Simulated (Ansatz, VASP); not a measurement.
# One calculation of AlCu, two programs

```
Al Cu
1.0
     2.99751    0.00000    0.00000
     0.00000    2.99751    0.00000
     0.00000    0.00000    2.99751
Al Cu
1 1
Direct
  0.00000 0.00000 0.00000
  0.50000 0.50000 0.52085
```

Change from the starting cell: all Cu atoms moved +0.062 Å, as atom 2 along Cartesian [0 0 1].

Alike in both runs: task single point; functional PBEsol; k mesh 16 × 16 × 16; occupations gaussian, width 0.15 eV; no spin polarisation.

```csv
,VASP,Ansatz
version,VASP 6.6.1,Ansatz 0.2.0
potentials or method,"VASP PAW PBE potentials, release 64 (Al, Cu)","scalar-relativistic, plane waves, PAW"
plane-wave cutoff (eV),520,420
valence electrons in the cell,14,22
```

Ansatz gave:

| Property | Result |
| --- | --- |
| gap on the k mesh at the Fermi level (eV) | none |
| pressure (GPa) | -4.7 |
| largest component of the traceless stress (GPa) | 0.08 |
| rms of the force components (eV/Å) | 0.133 |

Which values does VASP return?

gap on the k mesh at the Fermi level (eV): none; pressure (GPa): -4.7; largest component of the traceless stress (GPa): 0.09; rms of the force components (eV/Å): 0.134.

Atom by atom the forces differ by 0.001 eV/Å (rms over components). A gap of «none» marks a metal or a gap that the smearing closes. The two sets of potentials don't hold the same shells in valence.

Caveats: the PAW data sets were made with another functional, which shifts forces and pressure a little (VASP).
